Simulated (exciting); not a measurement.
# As (Pm-3m) in exciting: a series of runs

The runs below take As through band structure, optical spectrum, with AM05, PBEsol.

Everything below comes from runs of exciting (release sodium). Logs are shortened: lines on timing, memory, paths and dates and some standing lists are left out, and cuts for length are marked.

### Step 1. The crystal as given

Symmetry: Pm-3m, No. 221, cubic system. The conventional cell has a = 2.704 Å, b = 2.704 Å, c = 2.704 Å, α = 90.00°, β = 90.00°, γ = 90.00°. Around As (site symmetry m-3m) lie 6 As at 2.70 Å.

This isn't the form of As at room conditions, which is rhombohedral.

### Step 2. Band structure, AM05, spin-orbit coupling, no magnetisation

Input file input.xml:

```xml
<input>
  <title>As</title>
  <structure speciespath="./" tshift="false">
    <crystal scale="1.88972612463">
      <basevect>2.703681744400 0.000000000000 0.000000000000</basevect>
      <basevect>0.000000000000 2.703681744400 0.000000000000</basevect>
      <basevect>0.000000000000 0.000000000000 2.703681744400</basevect>
    </crystal>
    <species speciesfile="As.xml" rmt="2">
      <atom coord="0.500000000000 0.500000000000 0.500000000000"/>
    </species>
  </structure>
  <groundstate do="fromscratch" ngridk="10 10 10" rgkmax="8" gmaxvr="14" lmaxapw="10" lmaxmat="10" lmaxvr="8" stype="Fermi Dirac" swidth="0.00183747" nempty="16" ValenceRelativity="zora" epsengy="1e-05" epspot="1e-05" maxscl="60" outputlevel="normal">
    <libxc exchange="XC_GGA_X_AM05" correlation="XC_GGA_C_AM05"/>
    <spin spinorb="true"/>
  </groundstate>
  <properties>
    <bandstructure>
      <plot1d>
        <path steps="60">
          <point coord="0 0 0" label="G"/>
          <point coord="0 0.5 0" label="X"/>
          <point coord="0.5 0.5 0" label="M"/>
          <point coord="0 0 0" label="G"/>
          <point coord="0.5 0.5 0.5" label="R"/>
          <point coord="0 0.5 0" label="X" breakafter="true"/>
          <point coord="0.5 0.5 0" label="M"/>
          <point coord="0.5 0.5 0.5" label="R"/>
        </path>
      </plot1d>
    </bandstructure>
  </properties>
</input>
```

Potentials or basis: all-electron LAPW+lo, shipped species files, valence relativity zora.

Run with:

```bash
$ OMP_NUM_THREADS=1 exciting_smp
```

INFO.OUT:

```text
================================================================================
EXCITING SODIUM started
[... 10 lines left out ...]

 Lattice vectors (cartesian) :
      5.1092180251      0.0000000000      0.0000000000
      0.0000000000      5.1092180251      0.0000000000
      0.0000000000      0.0000000000      5.1092180251

 Reciprocal lattice vectors (cartesian) :
      1.2297743561      0.0000000000      0.0000000000
      0.0000000000      1.2297743561      0.0000000000
      0.0000000000      0.0000000000      1.2297743561

 Unit cell volume                           :     133.3715833515
 Brillouin zone volume                      :       1.8598430581

 Species :    1 (As)
     parameters loaded from                 :    As.xml
     name                                   :    arsenic
     nuclear charge                         :     -33.00000000
     electronic charge                      :      33.00000000
     atomic mass                            :  136573.72190000
     muffin-tin radius                      :       2.00000000
     # of radial points in muffin-tin       :     350

     atomic positions (lattice) :
       1 :   0.50000000  0.50000000  0.50000000

 Total number of atoms per unit cell        :       1

 Spin treatment                             :    spin-polarised
 Spin-orbit coupling is included
 Global magnetic field (cartesian) :        0.00000000   0.00000000   0.00000000
 non-collinear magnetisation

 Number of Bravais lattice symmetries       :      48
 Number of crystal symmetries               :      48

 k-point grid                               :      10   10   10
 Total number of k-points                   :      56
 k-point set is reduced with crystal symmetries

 R^MT_min * |G+k|_max (rgkmax)              :       8.00000000
 Species with R^MT_min                      :       1 (As)
 Maximum |G+k| for APW functions            :       4.00000000
 Maximum |G| for potential and density      :      14.00000000

 G-vector grid sizes                        :      24    24    24
 Total number of G-vectors                  :    6187

 Maximum angular momentum used for
     APW functions                          :      10
     computing H and O matrix elements      :      10
     potential and density                  :       8
     inner part of muffin-tin               :       2

 Total nuclear charge                       :     -33.00000000
 Total electronic charge                    :      33.00000000
 Total core charge                          :      18.00000000
 Total valence charge                       :      15.00000000

 Number of empty states                     :      16
 Total number of valence states             :      48

 Maximum Hamiltonian size                   :     166
 Maximum number of plane-waves              :     152
 Total number of local-orbitals             :      14

 Exchange-correlation type                  :     100
     libxc; exchange: Armiento & Mattsson 05; correlation: Armiento & Mattsson 05 (see libxc for references)

 Smearing scheme                            :    Fermi-Dirac
 Smearing width                             :       0.00183747

 Using multisecant Broyden potential mixing
[... 6 lines left out ...]
* Groundstate module started                                                   *
********************************************************************************
 Output level for this task is set to normal

++++++++++++++++++++++++++++++++++++++++++++++++++++++++++++++++++++++++++++++++
[... 5 lines left out ...]
+ SCF iteration number :    1                                                  +
++++++++++++++++++++++++++++++++++++++++++++++++++++++++++++++++++++++++++++++++
 Total energy                               :     -2257.45520194
 _______________________________________________________________
 Fermi energy                               :         0.27894814
 Kinetic energy                             :      2308.78904390
 Coulomb energy                             :     -4485.32272991
 Exchange energy                            :       -78.17107023
 Correlation energy                         :        -2.75044570
 No external B-field energy in total energy

 DOS at Fermi energy (states/Ha/cell)       :         9.54028199

 Electron charges :
     core                                   :        18.00000000
     core leakage                           :         0.00164324
     valence                                :        15.00000000
     interstitial                           :         2.75147814
     charge in muffin-tin spheres :
                  atom     1    As          :        30.24852186
     total charge in muffin-tins            :        30.24852186
     total charge                           :        33.00000000
[... 382 lines left out ...]
 Moments :
     interstitial                 :    -0.00000000    -0.00000000    -0.00000000
     moment in muffin-tin spheres :
         atom     1    As         :     0.00000000     0.00000000     0.00000000
     total moment in muffin-tins  :     0.00000000     0.00000000     0.00000000
     total moment                 :    -0.00000000    -0.00000000     0.00000000

 RMS change in effective potential (target) :  0.165547E-08  ( 0.100000E-04)
 Absolute change in total energy   (target) :  0.341087E-05  ( 0.100000E-04)
 Charge distance                   (target) :  0.441676E-08  ( 0.100000E-04)

++++++++++++++++++++++++++++++++++++++++++++++++++++++++++++++++++++++++++++++++
| Convergency criteria checked for the last 2 iterations                       +
| Convergence targets achieved. Performing final SCF iteration                 +
++++++++++++++++++++++++++++++++++++++++++++++++++++++++++++++++++++++++++++++++
 Total energy                               :     -2258.21650953
 _______________________________________________________________
 Fermi energy                               :         0.27451936
 Kinetic energy                             :      2308.29280928
 Coulomb energy                             :     -4485.57156403
 Exchange energy                            :       -78.18698450
 Correlation energy                         :        -2.75077028
 No external B-field energy in total energy

 DOS at Fermi energy (states/Ha/cell)       :         8.96358194

 Electron charges :
     core                                   :        18.00000000
     core leakage                           :         0.00162751
     valence                                :        15.00000000
     interstitial                           :         2.74358523
     charge in muffin-tin spheres :
                  atom     1    As          :        30.25641477
     total charge in muffin-tins            :        30.25641477
     total charge                           :        33.00000000

 Moments :
     interstitial                 :    -0.00000000    -0.00000000    -0.00000000
     moment in muffin-tin spheres :
         atom     1    As         :     0.00000000     0.00000000    -0.00000000
     total moment in muffin-tins  :     0.00000000     0.00000000    -0.00000000
     total moment                 :    -0.00000000    -0.00000000    -0.00000000

++++++++++++++++++++++++++++++++++++++++++++++++++++++++++++++++++++++++++++++++
[... 7 lines left out ...]

--------------------------------------------------------------------------------
- CAUTION! Warnings have been written in file WARNING.OUT !                    -
--------------------------------------------------------------------------------
================================================================================
| EXCITING SODIUM stopped                                                      =
================================================================================
```

WARNINGS.OUT:

```text
Warning(init0):
  GGA inconsistent with non-collinear magnetism
 Inversion symmetry is present. Consider using input%groundstate%solver%type = "inversionsymmetry"
```

Wall time 46 s (1 thread of Arm Neoverse V2, shared host); peak memory 0.11 GiB.

Results:

| Property | Result |
| --- | --- |
| Band gap on the k mesh | none (metal or under the smearing width) |
| All electrons inside the program's atomic spheres | As 30.26 (radii As 2.0 bohr) |

Levels at the corners of the path, in eV from the Fermi level:
| point | band 11 | band 12 | band 13 | band 14 | band 15 | band 16 | band 17 | band 18 | band 19 | band 20 |
| --- | --- | --- | --- | --- | --- | --- | --- | --- | --- | --- |
| Γ | -14.92 | -14.92 | 3.91 | 3.91 | 4.35 | 4.35 | 4.35 | 4.35 | 8.64 | 8.64 |
| X | -11.76 | -11.76 | -6.90 | -6.90 | 6.32 | 6.32 | 6.69 | 6.69 | 11.45 | 11.45 |
| M | -8.48 | -8.48 | -4.31 | -4.31 | -4.12 | -4.12 | 2.51 | 2.51 | 8.67 | 8.67 |
| Γ | -14.92 | -14.92 | 3.91 | 3.91 | 4.35 | 4.35 | 4.35 | 4.35 | 8.64 | 8.64 |
| R | -4.86 | -4.86 | -1.99 | -1.99 | -1.64 | -1.64 | -1.64 | -1.64 | 5.98 | 5.98 |
| X | -11.76 | -11.76 | -6.90 | -6.90 | 6.32 | 6.32 | 6.69 | 6.69 | 11.45 | 11.45 |
| M | -8.48 | -8.48 | -4.31 | -4.31 | -4.12 | -4.12 | 2.51 | 2.51 | 8.67 | 8.67 |
| R | -4.86 | -4.86 | -1.99 | -1.99 | -1.64 | -1.64 | -1.64 | -1.64 | 5.98 | 5.98 |

Caveat: total energies with spin-orbit coupling aren't reliable in this program, so none is listed and the log's shouldn't be used.

[end of part 1 of 2]
